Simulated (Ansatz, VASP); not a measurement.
# Two plane-wave programs on TaN

```
Ta N
1.0
     0.00000    2.17900    2.17900
     2.17900    0.00000    2.17900
     2.17900    2.17900    0.00000
Ta N
1 1
Direct
  0.50000 0.50000 0.50000
  0.00000 0.00000 0.00000
```

Alike in both runs: task single point; functional PBE; k mesh 11 × 11 × 11; no spin polarisation.

|  | VASP | Ansatz |
| --- | --- | --- |
| version | VASP 6.6.1 | Ansatz 0.2.0 |
| potentials or method | VASP PAW PBE potentials, release 64 (Ta_pv, N) | plane waves, PAW |
| plane-wave cutoff (eV) | 520 | 422 |
| occupations | methfessel-paxton of order 1, width 0.15 eV | cold, width 0.15 eV |
| valence electrons in the cell | 16 | 18 |

Ansatz gave:

| Quantity | Value |
| --- | --- |
| pressure (GPa) | 14.6 |

Task: Which values does VASP return?

Result: Pressure (GPa): 15.5.

The two sets of potentials don't hold the same shells in valence.

Caveats: so large a pressure means that the cell lies far from this level's equilibrium, or that cutoff or potentials fall short (VASP). The runs have no spin-orbit coupling, so splittings on Ta are missing.
